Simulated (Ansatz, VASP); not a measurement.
**One calculation of MgO, two programs**

The input INCAR:

```
ALGO     = Normal         # electronic algorithm
EDIFF    = 1E-6           # SCF threshold, eV
ENCUT    = 520            # plane-wave cutoff, eV
GGA      = PS             # functional
ISIF     = 2              # what is computed and relaxed
ISMEAR   = 0              # smearing method
LASPH    = True           # aspherical terms in the spheres
LCHARG   = True           # write CHGCAR
LELF     = True           # ELF
LREAL    = False          # projectors in reciprocal space
LVHAR    = True         
LWAVE    = False          # write WAVECAR
NBANDS   = 16             # bands
NELM     = 100            # most SCF steps
PREC     = Accurate       # precision mode
SIGMA    = 0.05           # smearing width, eV
```

KPOINTS

```
k-points
0
Gamma
  9 9 6
```

File POSCAR:

```
MgO
1.0
    3.4540523579      0.0000000000      0.0000000000
   -1.7270261790      2.9912970879      0.0000000000
    0.0000000000      0.0000000000      4.2924500482
Mg O
2 2
Direct
    0.6465117478      0.2930234957      0.7500000000
    0.3534882522      0.7069765043      0.2500000000
    0.6815065062      0.3630130124      0.2500000000
    0.3184934938      0.6369869876      0.7500000000
```

Input for Ansatz:

```yaml
crystal:
  lattice:
    - [3.4540523579, 0.0, 0.0]
    - [-1.727026179, 2.9912970879, 0.0]
    - [0.0, 0.0, 4.2924500482]
  atoms:
    - { symbol: Mg, position: [0.6465117478, 0.2930234957, 0.75] }
    - { symbol: Mg, position: [0.3534882522, 0.7069765043, 0.25] }
    - { symbol: O, position: [0.6815065062, 0.3630130124, 0.25] }
    - { symbol: O, position: [0.3184934938, 0.6369869876, 0.75] }
basis:
  ecutwfc: 520.0
kpoints:
  mp_grid: { grid: [9, 9, 6] }
hamiltonian:
  xc: pbesol
  pseudopotentials: { kind: paw, azcp: { folder: soft_1 } }
scf:
  occupations: { method: gaussian, width: 0.05 }
output:
  forces: true
  stress: true
  eigenvalues: true
```

Change from the starting cell: mode 5 frozen in at -0.122 Å, strain +e along z and -e/2 along x and y +0.0233.

Alike in both runs: task single point; functional PBEsol; k mesh 9 × 9 × 6; occupations gaussian, width 0.05 eV; no spin polarisation.

|  | VASP | Ansatz |
| --- | --- | --- |
| version | VASP 6.6.1 | Ansatz 0.2.0 |
| potentials or method | VASP PAW PBE potentials, release 64 (Mg, O) | scalar-relativistic, plane waves, PAW |
| plane-wave cutoff (eV) | 520 | 520 |
| valence electrons in the cell | 16 | 32 |

```csv
,VASP,Ansatz,Ansatz less VASP
gap on the k mesh at the Fermi level (eV),3.14,3.15,+0.009
least direct gap on the mesh (eV),3.14,3.15,+0.009
pressure (GPa),0.0,0.3,+0.39
largest component of the traceless stress (GPa),2.73,2.64,-0.089
rms of the force components (eV/Å),0.439,0.434,-0.0053
```

Atom by atom the forces differ by 0.005 eV/Å (rms over components). The two sets of potentials don't hold the same shells in valence. Ansatz warned: «pseudo_functional_mismatch».

Caveats: the PAW data sets were made with another functional, which shifts forces and pressure a little (VASP).
